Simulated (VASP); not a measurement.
A run of VASP 6.6.1:

INCAR

```
PREC = Accurate
ENCUT = 600
EDIFF = 1E-7
ISMEAR = 1
SIGMA = 0.1
LREAL = False
LASPH = True
NELM = 80
ALGO = Normal
ISIF = 3
LWAVE = False
LCHARG = False
IBRION = 2
NSW = 90
EDIFFG = -0.005
KPAR = 2
```

Contents of KPOINTS:

```
regular mesh
0
Gamma
  10 10 10
```

File POSCAR:

```
Cu3N                                    
1.0
    3.7281581007     -0.0000000000     -0.0000000000
   -0.0000000000      3.7281581007     -0.0000000000
    0.0000000000     -0.0000000000      3.7281581007
  Cu              N             
     3     1
Direct
     0.5000000000000000    0.0000000000000000    0.0000000000000000
     0.0000000000000000    0.5000000000000000    0.0000000000000000
     0.0000000000000000    0.0000000000000000    0.5000000000000000
     0.0000000000000000    0.0000000000000000    0.0000000000000000
```

Potentials or basis: VASP PAW LDA potentials, release 64 (Cu, N).

Run with:

```sh
$ cat potpaw_LDA.64/Cu/POTCAR potpaw_LDA.64/N/POTCAR > POTCAR
$ mpirun -np 2 vasp_std > vasp.out
```

Hardware: 2 MPI ranks on Intel(R) Xeon(R) Platinum 8488C (Sapphire Rapids) (shared host).

Problem. Estimate the wall time of this run.

Solution. Wall time 30 s on 2 MPI ranks on Intel(R) Xeon(R) Platinum 8488C (Sapphire Rapids), on a shared host, peak memory 0.18 GiB a rank. Counts: scf iterations 15, k points 56, ion steps 1.
